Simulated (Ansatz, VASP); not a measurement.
**One calculation of Rb, two programs**

The input INCAR:

```
PREC = Accurate ; ENCUT = 520
EDIFF = 1E-6 ; ISMEAR = 0
SIGMA = 0.1 ; LREAL = False
LASPH = True ; NELM = 100
ALGO = Normal ; ISIF = 2
LWAVE = False ; LCHARG = False
GGA = CA ; NBANDS = 10
```

KPOINTS

```
Automatic mesh
0
Gamma
  4 4 4
```

The input POSCAR:

```
Rb
1.0
   -2.9545118615      2.9545118615      2.7308451955
    2.9545118615     -2.9545118615      2.7308451955
    2.9545118615      2.9545118615     -2.7308451955
Rb
1
Direct
    0.0000000000      0.0000000000      0.0000000000
```

Input for Ansatz:

```yaml
crystal:
  lattice:
    - [-2.9545118615, 2.9545118615, 2.7308451955]
    - [2.9545118615, -2.9545118615, 2.7308451955]
    - [2.9545118615, 2.9545118615, -2.7308451955]
  atoms:
    - { symbol: Rb, position: [0.0, 0.0, 0.0] }
basis:
  ecutwfc: 420
kpoints:
  mp_grid: { grid: [4, 4, 4] }
hamiltonian:
  xc: lda
scf:
  occupations: { method: gaussian, width: 0.1 }
output:
  forces: true
  stress: true
  eigenvalues: true
```

This isn't the form of Rb at room conditions, which is bcc.

Alike in both runs: task single point; functional LDA; k mesh 4 × 4 × 4; occupations gaussian, width 0.1 eV; no spin polarisation.

```csv
,VASP,Ansatz
version,VASP 6.6.1,Ansatz 0.2.0
potentials or method,"VASP PAW LDA potentials, release 64 (Rb_sv)","scalar-relativistic, plane waves, PAW"
plane-wave cutoff (eV),520,420
valence electrons in the cell,9,9
```

```csv
,VASP,Ansatz,Ansatz less VASP
gap on the k mesh at the Fermi level (eV),none,none,-
pressure (GPa),-0.4,-0.4,0.00
largest component of the traceless stress (GPa),0.16,0.16,+0.001
```

A gap of «none» marks a metal or a gap that the smearing closes.

Caveats: the k mesh is coarse (spacing up to 0.39 Å⁻¹), so the values aren't converged.
